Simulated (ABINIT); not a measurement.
RbCl:

```
CELL_PARAMETERS angstrom
0.00000 3.27400 3.27400
3.27400 0.00000 3.27400
3.27400 3.27400 0.00000
ATOMIC_POSITIONS crystal
Rb 0.00000 0.00000 0.00000
Cl 0.50000 0.50000 0.50000
```

Base run:

* Program: ABINIT 10.8.3 (patched build)
* Functional: PBE
* Potentials or basis: JTH PAW PBE v2.0
* Cutoff: 680 eV
* k mesh: 7 × 7 × 7
* Occupations: fermi-dirac, width 0.05 eV
* Spin: no spin polarisation

Its results: band gap on the k mesh 5.04 eV, direct; pressure 1.3 GPa.

Task: The run is repeated on the same cell with these changes: functional from PBE to PBEsol; potentials or basis from JTH PAW PBE v2.0 to PseudoDojo NC SR PBEsol v0.4.1 standard; cutoff from 680 eV to 789 eV. What comes out?

Result: Band gap on the k mesh 4.89 eV, direct; pressure 0.0 GPa.
